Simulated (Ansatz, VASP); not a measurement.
# Cross-check of NaHgF3 between VASP and Ansatz, part 2 of 3

Wanted: the spread between two codes on one cell, functional and k mesh. The cell is generated by rule, not measured, and may not be a known phase. The cell is taken from a series of runs on this material, whose earlier steps may have relaxed, scaled, displaced or heated it; both programs get it as it stands.

VASP 6.6.1 and Ansatz 0.2.0.

So far: The starting structure; VASP: zone-centre phonons, PBEsol.

**2. VASP: zone-centre phonons, PBEsol (continued)**

Level of this step: PBEsol; plane waves and PAW (Na_pv, Hg, F); invented cell (VASP).

Parts of OUTCAR (step 2):

```text
ion  position               nearest neighbor table
   1  0.500  0.500  0.797-
   2  0.000  0.000  0.498-   4 2.16   3 2.29   5 2.29   5 2.29   3 2.29   4 2.38
   3  0.500  0.000  0.617-   2 2.29   2 2.29
   4  0.000  0.000  0.021-   2 2.16   2 2.38
   5  0.000  0.500  0.617-   2 2.29   2 2.29

  LATTYP: Found a simple tetragonal cell.
 ALAT       =     4.4461214028
 C/A-ratio  =     1.0213055296

 Subroutine GETGRP returns: Found  8 space group operations
 (whereof  8 operations were pure point group operations)

The static configuration has the point symmetry C_4v.

 Found     40 irreducible k-points:

   k-points           NKPTS =     40   k-points in BZ     NKDIM =     40   number of bands    NBANDS=     26

   dimension x,y,z NGX =    36 NGY =   36 NGZ =   36
   dimension x,y,z NGXF=    72 NGYF=   72 NGZF=   72

   ENCUT  =  600.0 eV  44.10 Ry    6.64 a.u.   8.88  8.88  9.07*2*pi/ulx,y,z

   NELECT =      40.0000    total number of electrons

 k-points in reciprocal lattice and weights: Automatic mesh
   0.00000000  0.00000000  0.00000000       0.005
   0.16666667  0.00000000  0.00000000       0.019
   0.33333333  0.00000000  0.00000000       0.019
   0.50000000  0.00000000  0.00000000       0.009
   0.16666667  0.16666667  0.00000000       0.019
   0.33333333  0.16666667  0.00000000       0.037
   0.50000000  0.16666667  0.00000000       0.019
   0.33333333  0.33333333  0.00000000       0.019
   0.50000000  0.33333333  0.00000000       0.019
[...]
0.50000000  0.33333333  0.50000000       0.019
   0.50000000  0.50000000  0.50000000       0.005

 average (electrostatic) potential at core
       1 -48.7479       2 -42.1061       3 -79.1777       4 -78.7306       5 -79.1777

  Total        0.2538210      0.2538210      0.3344575      0.0000000      0.0000000      0.0000000
  in kB        4.5304211      4.5304211      5.9696908      0.0000000      0.0000000      0.0000000
[...]
2     0.00000    -0.73384    -0.00000
    3     0.00000    -0.00000    -2.11614
 ion    5
    1    -0.82267     0.00000     0.00000
    2     0.00000    -2.05717     0.00000
    3     0.00000    -0.00000    -0.76808

 Eigenvectors and eigenvalues of the dynamical matrix
 ----------------------------------------------------

   1 f  =   12.113808 THz    76.113302 2PiTHz  404.073148 cm-1    50.098663 meV
             X         Y         Z           dx          dy          dz
      2.223061  2.223061  3.617533    -0.000000    0.000000    0.015888
      0.000000  0.000000  2.261992     0.000000    0.000000   -0.228716
      2.223061  0.000000  2.802607    -0.000000    0.000000   -0.117464
      0.000000  0.000000  0.096998     0.000000    0.000000    0.959083
      0.000000  2.223061  2.802607     0.000000   -0.000000   -0.117464

   2 f  =   11.182948 THz    70.264536 2PiTHz  373.023000 cm-1    46.248937 meV
             X         Y         Z           dx          dy          dz
      2.223061  2.223061  3.617533    -0.003861   -0.000095    0.000000
      0.000000  0.000000  2.261992    -0.221165   -0.005427   -0.000000
      2.223061  0.000000  2.802607     0.960180   -0.002687   -0.000000
      0.000000  0.000000  0.096998    -0.128601   -0.003156    0.000000
      0.000000  2.223061  2.802607    -0.109476    0.023563   -0.000000

   3 f  =   11.182948 THz    70.264536 2PiTHz  373.023000 cm-1    46.248937 meV
             X         Y         Z           dx          dy          dz
      2.223061  2.223061  3.617533     0.000095   -0.003861   -0.000000
      0.000000  0.000000  2.261992     0.005427   -0.221165   -0.000000
      2.223061  0.000000  2.802607    -0.023563   -0.109476   -0.000000
      0.000000  0.000000  0.096998     0.003156   -0.128601    0.000000
      0.000000  2.223061  2.802607     0.002687    0.960180   -0.000000

   4 f  =    5.407802 THz    33.978221 2PiTHz  180.384850 cm-1    22.364861 meV
             X         Y         Z           dx          dy          dz
      2.223061  2.223061  3.617533     0.140124    0.698469    0.000000
      0.000000  0.000000  2.261992    -0.004576   -0.022810    0.000000
      2.223061  0.000000  2.802607    -0.014244   -0.680677    0.000000
      0.000000  0.000000  0.096998     0.013561    0.067599   -0.000000
      0.000000  2.223061  2.802607    -0.136554   -0.071000   -0.000000

   5 f  =    5.407802 THz    33.978221 2PiTHz  180.384850 cm-1    22.364861 meV
             X         Y         Z           dx          dy          dz
      2.223061  2.223061  3.617533    -0.698469    0.140124   -0.000000
      0.000000  0.000000  2.261992     0.022810   -0.004576    0.000000
      2.223061  0.000000  2.802607     0.071000   -0.136554    0.000000
      0.000000  0.000000  0.096998    -0.067599    0.013561    0.000000
      0.000000  2.223061  2.802607     0.680677   -0.014244    0.000000

   6 f  =    4.639815 THz    29.152815 2PiTHz  154.767555 cm-1    19.188723 meV
             X         Y         Z           dx          dy          dz
      2.223061  2.223061  3.617533     0.000000    0.000000   -0.481483
      0.000000  0.000000  2.261992    -0.000000   -0.000000   -0.242367
      2.223061  0.000000  2.802607    -0.000000    0.000000    0.591770
      0.000000  0.000000  0.096998     0.000000    0.000000    0.095132
      0.000000  2.223061  2.802607    -0.000000    0.000000    0.591770

   7 f  =    3.445322 THz    21.647598 2PiTHz  114.923577 cm-1    14.248701 meV
             X         Y         Z           dx          dy          dz
      2.223061  2.223061  3.617533    -0.000000    0.000000    0.000000
      0.000000  0.000000  2.261992     0.000000   -0.000000   -0.000000
      2.223061  0.000000  2.802607    -0.000000    0.000000    0.707107
      0.000000  0.000000  0.096998    -0.000000    0.000000   -0.000000
      0.000000  2.223061  2.802607    -0.000000   -0.000000   -0.707107

   8 f  =    3.340057 THz    20.986199 2PiTHz  111.412320 cm-1    13.813361 meV
             X         Y         Z           dx          dy          dz
      2.223061  2.223061  3.617533    -0.323909    0.369790    0.000000
      0.000000  0.000000  2.261992     0.319393   -0.364634   -0.000000
      2.223061  0.000000  2.802607    -0.010064    0.424299    0.000000
      0.000000  0.000000  0.096998    -0.298314    0.340569   -0.000000
      0.000000  2.223061  2.802607    -0.371655    0.011489    0.000000

   9 f  =    3.340057 THz    20.986199 2PiTHz  111.412320 cm-1    13.813361 meV
             X         Y         Z           dx          dy          dz
      2.223061  2.223061  3.617533     0.369790    0.323909   -0.000000
      0.000000  0.000000  2.261992    -0.364634   -0.319393    0.000000
      2.223061  0.000000  2.802607     0.011489    0.371655   -0.000000
      0.000000  0.000000  0.096998     0.340569    0.298314    0.000000
      0.000000  2.223061  2.802607     0.424299    0.010064   -0.000000

  10 f  =    3.295644 THz    20.707144 2PiTHz  109.930863 cm-1    13.629684 meV
             X         Y         Z           dx          dy          dz
      2.223061  2.223061  3.617533    -0.000000    0.000000   -0.832038
      0.000000  0.000000  2.261992     0.000000   -0.000000    0.415615
      2.223061  0.000000  2.802607    -0.000000    0.000000   -0.257383
      0.000000  0.000000  0.096998    -0.000000    0.000000    0.049851
      0.000000  2.223061  2.802607    -0.000000    0.000000   -0.257383

  11 f  =    0.023189 THz     0.145704 2PiTHz    0.773517 cm-1     0.095904 meV
             X         Y         Z           dx          dy          dz
      2.223061  2.223061  3.617533    -0.288335    0.041975    0.000000
      0.000000  0.000000  2.261992    -0.836873    0.121831    0.000000
      2.223061  0.000000  2.802607    -0.256819    0.038615    0.000000
      0.000000  0.000000  0.096998    -0.243803    0.035493    0.000000
      0.000000  2.223061  2.802607    -0.265251    0.037387    0.000000

  12 f  =    0.023189 THz     0.145704 2PiTHz    0.773517 cm-1     0.095904 meV
             X         Y         Z           dx          dy          dz
      2.223061  2.223061  3.617533    -0.041975   -0.288335    0.000000
      0.000000  0.000000  2.261992    -0.121831   -0.836873    0.000000
      2.223061  0.000000  2.802607    -0.037387   -0.265251    0.000000
      0.000000  0.000000  0.096998    -0.035493   -0.243803    0.000000
      0.000000  2.223061  2.802607    -0.038615   -0.256819    0.000000

  13 f/i=    0.053271 THz     0.334710 2PiTHz    1.776920 cm-1     0.220310 meV
             X         Y         Z           dx          dy          dz
      2.223061  2.223061  3.617533    -0.000000   -0.000000   -0.275018
      0.000000  0.000000  2.261992    -0.000000   -0.000000   -0.846293
      2.223061  0.000000  2.802607    -0.000000   -0.000000   -0.264131
      0.000000  0.000000  0.096998    -0.000000   -0.000000   -0.261961
      0.000000  2.223061  2.802607    -0.000000   -0.000000   -0.264131

  14 f/i=    1.670791 THz    10.497886 2PiTHz   55.731572 cm-1     6.909831 meV
             X         Y         Z           dx          dy          dz
      2.223061  2.223061  3.617533    -0.140212    0.382455   -0.000000
      0.000000  0.000000  2.261992    -0.006420    0.017512   -0.000000
      2.223061  0.000000  2.802607     0.023517    0.319822   -0.000000
      0.000000  0.000000  0.096998     0.290650   -0.792806   -0.000000
      0.000000  2.223061  2.802607    -0.117249   -0.064148   -0.000000

  15 f/i=    1.670791 THz    10.497886 2PiTHz   55.731572 cm-1     6.909831 meV
             X         Y         Z           dx          dy          dz
      2.223061  2.223061  3.617533     0.382455    0.140212    0.000000
      0.000000  0.000000  2.261992     0.017512    0.006420    0.000000
      2.223061  0.000000  2.802607    -0.064148    0.117249    0.000000
      0.000000  0.000000  0.096998    -0.792806   -0.290650    0.000000
      0.000000  2.223061  2.802607     0.319822   -0.023517    0.000000

 MACROSCOPIC STATIC DIELECTRIC TENSOR IONIC CONTRIBUTION
 ------------------------------------------------------
           3.804043    -0.000000    -0.000000
          -0.000000     3.804043     0.000000
          -0.000000     0.000000     4.295623
 ------------------------------------------------------

 ELASTIC MODULI CONTR FROM IONIC RELAXATION (kBar)
 Direction    XX          YY          ZZ          XY          YZ          ZX
 --------------------------------------------------------------------------------
 XX        -460.2383   -279.7257      3.8825      0.0000     -0.0000      0.0000
 YY        -279.7257   -460.2383      3.8825      0.0000     -0.0000      0.0000
 ZZ           3.8825      3.8825   -243.0579      0.0000      0.0000     -0.0000
 XY           0.0000      0.0000      0.0000      0.0000      0.0000      0.0000
 YZ          -0.0000     -0.0000      0.0000      0.0000   -107.0050      0.0000
 ZX           0.0000      0.0000     -0.0000      0.0000      0.0000   -120.4618
 --------------------------------------------------------------------------------

 PIEZOELECTRIC TENSOR IONIC CONTR  for field in x, y, z        (C/m^2)
          XX          YY          ZZ          XY          YZ          ZX
  --------------------------------------------------------------------------------
  x    -0.00000    -0.00000    -0.00000     0.00000     0.00000     0.16931
  y     0.00000    -0.00000     0.00000     0.00000     0.14391    -0.00000
  z     0.20156     0.20156    -0.35022     0.00000     0.00000    -0.00000
```

The dielectric response converges more slowly with the mesh than energies do, so tensor and charges may still move on a finer one. With imaginary modes the cell is no minimum, so the ionic parts of its dielectric, piezoelectric and elastic tensors have no meaning.

(Part 2 of 3 ends here.)

[Lines on the potential files, build, host, timing and source positions are cut from VASP's logs without a mark.]

[Logs are printed without paths, hosts, clocks, repeated set-up lines and the standing remarks that a program may print on its own settings, such as how far it seeks lower states.]

[Hosts, paths, dates, database ids (printed as entryN), source tags and the programs' standing remarks are cut or masked in the printed files.]
